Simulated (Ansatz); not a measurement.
## Cu: changing the pressure

The cell as given:

Symmetry: P-1, No. 2, triclinic system. Conventional cell: a = 2.506 Å, b = 2.548 Å, c = 2.552 Å, α = 60.50°, β = 61.82°, γ = 60.98°. Around Cu (site symmetry -1) lie 12 Cu at 2.51 to 2.60 Å.

Kept alike: task relaxation of cell and atoms; functional PBEsol; k mesh 13 × 12 × 13; occupations fermi-dirac, width 0.05 eV; no spin polarisation. Program: Ansatz, Ansatz PAW, cutoff 420 eV. The mesh is that of the run's cell of 1 atom. No spin-orbit coupling.

| run | volume (Å³/atom) |
| --- | --- |
| A | 10.298 |
| B | 11.003 |
| C | 11.312 |
| D | 10.738 |
| E | 11.182 |

For a metal such a mesh leaves the last digits unconverged. Runs of this series that gave no sound value for these columns are left out. The runs follow the start's structure, whether or not it is the stable one at these pressures. Ansatz's relaxations hold a Pulay term in the stress (up to 0.2 GPa here). P is the pressure aimed at, which the runs meet within some hundredths to tenths of a GPa. All rows use potentials made for PBE.

Task: The runs differ in the pressure alone: 0; 2; 5; 10; 20 GPa. Which run is which?

Result: Run A is 20 GPa; run B is 5 GPa; run C is 0 GPa; run D is 10 GPa; run E is 2 GPa. The volume falls from 11.312 to 10.298 Å³/atom between 0 and 20 GPa. The volume falls ever more slowly, since the solid stiffens under load. At the pressures aimed at, which the runs meet within some tenths of a GPa, the step from 0 to 5 GPa gives a mean bulk modulus near 181 GPa, the last step 239 GPa.
